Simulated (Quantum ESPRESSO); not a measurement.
TiSe in Quantum ESPRESSO: the effect of functional

TiSe:

```
Ti Se
1.0
     4.56273    0.00000    0.00000
     0.00000    4.56273    0.00000
     0.00000    0.00000    5.68062
Ti Se
2 2
Direct
  0.00000 0.50000 0.00000
  0.50000 0.00000 0.50000
  0.00000 0.00000 0.25000
  0.00000 0.00000 0.75000
```

The cell comes from a database or a generator and needn't be the stable form of this composition.

Alike in all runs:

- Program: Quantum ESPRESSO 7.5
- Task: single point
- Potentials or basis: Ansatz NC SR PBE
- Cutoff: 1170 eV
- Density cutoff: 4680 eV
- k mesh: 4 × 4 × 3
- Occupations: gaussian, width 0.05 eV
- Spin: collinear spin, ferromagnetic start
- Starting moments: [2.0, 2.0, 0.0, 0.0] μB
- Hubbard terms: Ti d U = 3 eV

Task: One run gave: pressure -1.7 GPa. Which functional did it use?
A. RPBE
B. LDA
C. PBEsol
D. PBE
E. revPBE

Result: B.

```csv
functional,pressure (GPa)
LDA,-1.7
PBEsol,0.2
PBE,2.6
revPBE,3.8
RPBE,4.2
PW91,2.5
```

Caveats: all runs use coarse meshes; the potentials were made for another functional, which shifts forces and pressure (some runs).
